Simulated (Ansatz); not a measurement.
Nb3Sn:

```xyz
8
Lattice="5.2821 0.0000 0.0000 0.0000 5.2821 0.0000 0.0000 0.0000 5.2821" Properties=species:S:1:pos:R:3 pbc="T T T"
Sn    2.6410    2.6410    2.6410
Sn    0.0000    0.0000    0.0000
Nb    0.0000    2.6410    1.3205
Nb    0.0000    2.6410    3.9616
Nb    2.6410    1.3205    0.0000
Nb    3.9616    0.0000    2.6410
Nb    2.6410    3.9616    0.0000
Nb    1.3205    0.0000    2.6410
```

Base run:

```yaml
Program: Ansatz 0.2.0
Functional: PBE
Potentials_or_basis: Ansatz PAW
Cutoff: "420 eV (not typed: the program's choice for these potentials)"
k_mesh: 5 × 5 × 5
Occupations: fermi-dirac, width 0.05 eV
Spin: no spin polarisation
```

Its results: band gap on the k mesh none (metal or under the smearing width); pressure 3.7 GPa.

Task: The run is repeated on the same cell with these changes: functional from PBE to BLYP. What comes out?

Result: Band gap on the k mesh none (metal or under the smearing width); pressure 10.4 GPa.

BLYP binds less tightly than PBE, so the same cell stands under more pressure.

Caveats: spin-orbit coupling is left out, which moves the levels of the heavy elements; the PAW data sets come from PBE, with cores solved anew for the run's functional, which leaves a small shift of forces and pressure (some runs).
